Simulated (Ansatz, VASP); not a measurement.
## One calculation of Fe, two programs

```
Fe
1.0
     0.00000    2.27888    2.27888
     2.27888    0.00000    2.27888
     2.27888    2.27888    0.00000
Fe
2
Direct
  0.12500 0.12500 0.12500
  0.87500 0.87500 0.87500
```

Alike in both runs: task single point; functional LDA; k mesh 13 × 13 × 13; occupations fermi-dirac, width 0.1 eV; no spin polarisation.

|  | VASP | Ansatz |
| --- | --- | --- |
| version | VASP 6.6.1 | Ansatz 0.2.0 |
| potentials or method | VASP PAW LDA potentials, release 64 (Fe) | plane waves (420 eV) with PAW, scalar-relativistic |
| plane-wave cutoff (eV) | 520 | 420 |
| valence electrons in the cell | 16 | 32 |

VASP gave:

```
pressure (GPa) : 27.2
```

**Question.** Estimate Ansatz's values.

**Answer.** Pressure (GPa): 32.0.

The two sets of potentials don't hold the same shells in valence. Ansatz warned: «pseudo_functional_mismatch».

Caveats: so large a pressure means that the cell lies far from this level's equilibrium, or that cutoff or potentials fall short (VASP); the run has no spin polarisation, though such a crystal can be magnetic. Spin polarisation is off, so any magnetic state and its effect on volume and gap are missing.
